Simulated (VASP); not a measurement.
Input of a VASP 6.6.1 run:

The input INCAR:

```
SYSTEM = Hf
PREC = Accurate
ENCUT = 520
EDIFF = 1E-7
ISMEAR = -1
SIGMA = 0.05
LREAL = .FALSE.
LASPH = .TRUE.
NELM = 60
ALGO = Normal
ISIF = 2
LWAVE = .FALSE.
LCHARG = .TRUE.
LDIPOL = .TRUE.
IDIPOL = 3
DIPOL = 0.5 0.5 0.294
GGA = PE
LELF = .TRUE.
LVHAR = .TRUE.
LVACPOTAV = .TRUE.
NBANDS = 11
```

Contents of KPOINTS:

```
Automatic mesh
0
G
  10 10 1
  0 0 0
```

Contents of POSCAR:

```
Hf
1.0
    2.7787600000      0.0000000000      0.0000000000
    0.0000000000      2.7787600000      0.0000000000
    0.0000000000      0.0000000000     23.8000000000
Hf
1
Direct
    0.0000000000      0.0000000000      0.2941200000
```

Potentials or basis: VASP PAW PBE potentials, release 64 (Hf_pv).

Command:

```bash
$ cat potpaw_PBE.64/Hf_pv/POTCAR > POTCAR
$ mpirun -np 1 vasp_std > vasp.out
```

Task: What does it give for the work function of the lower face?

Result: 4.28 eV.

Task: Estimate the work function of the upper face.

Result: 4.28 eV.

Task: What does it give for the band gap on the k mesh?

Result: None (metal or under the smearing width).

The run has no spin-orbit coupling, so splittings on Hf are missing.
